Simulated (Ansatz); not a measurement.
# PbSe (NiAs-type structure)

Method: PBE, scalar-relativistic; no spin polarisation; PAW, 420 eV, Γ-centred 8×8×6 mesh, 0.05 eV Gaussian smearing; code Ansatz. The datasets are Ansatz's generated set soft_2.

```
Pb Se
1.0
     4.30706    0.00000    0.00000
    -2.15353    3.73003    0.00000
     0.00000    0.00000    7.58808
Pb Se
2 2
Cartesian
  0.0000 0.0000 0.0000
  0.0000 0.0000 3.7940
  0.0000 2.4867 1.8970
  2.1535 1.2433 5.6911
```

The start was a prototype's sites filled with these elements. The Crystallography Open Database lists the compound in space group Fm-3m (rock salt), so this is a trial structure.

The cell above was scaled in volume, and shape and atoms were relaxed at each volume within its symmetry. Energies are counted from the cell above.

The cell is relaxed to zero pressure at this level.

```csv
V (Å³/atom),ΔE (meV/atom),P (GPa)
28.80,14.1,2.8
29.26,7.3,2.0
29.87,1.8,0.9
30.48,0.0,0.0
31.09,1.6,-0.8
31.70,6.3,-1.6
32.61,18.4,-2.6
33.52,35.7,-3.4
```

Task: What do the points give for the equilibrium volume, the bulk modulus and its pressure derivative (third-order Birch–Murnaghan)?

Result: V0 = 30.48 Å³/atom, B0 = 44 GPa, B0′ = 4.3.

B0·V0 = 44.3 GPa × 30.48 Å³ = 8.43 eV/atom sets the scale: near the minimum ΔE ≈ ½ B0 V0 x², with x = V/V0 − 1, and a pressure of 0.4 GPa squeezes the volume by about 1 %. At the ends of the curve: x = −5.5 % predicts 12.7 meV/atom and the run gives 14.1; x = +10.0 % predicts 42.2 meV/atom and the run gives 35.7. The lopsidedness is anharmonic: atoms resist being pushed together more than being pulled apart.

Scalar-relativistic only: spin–orbit splittings of the heavy atoms' levels are missing. The run is a metal.
